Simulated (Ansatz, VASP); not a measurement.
One calculation of Sr, two programs

```xyz
1
Lattice="0.0000 3.0423 2.7990 3.0423 0.0000 2.7990 3.0423 3.0423 0.0000" Properties=species:S:1:pos:R:3 pbc="T T T"
Sr    0.0000    0.0000    0.0000
```

Change from the starting cell: strain +0.000 along x and y, -0.080 along z, atoms carried along.

Alike in both runs: task single point; functional PBEsol; k mesh 10 × 10 × 10; occupations gaussian, width 0.03 eV; no spin polarisation.

|  | VASP | Ansatz |
| --- | --- | --- |
| version | VASP 6.6.1 | Ansatz 0.2.0 |
| potentials or method | VASP PAW PBE potentials, release 64 (Sr_sv) | scalar-relativistic, plane waves, PAW |
| plane-wave cutoff (eV) | 520 | 420 |
| valence electrons in the cell | 10 | 10 |

```tsv
	VASP	Ansatz	Ansatz less VASP
gap on the k mesh at the Fermi level (eV)	none	none	-
pressure (GPa)	0.0	0.0	-0.01
```

A gap of «none» marks a metal or a gap that the smearing closes.

Caveats: the PAW data sets were made with another functional, which shifts forces and pressure a little (VASP).
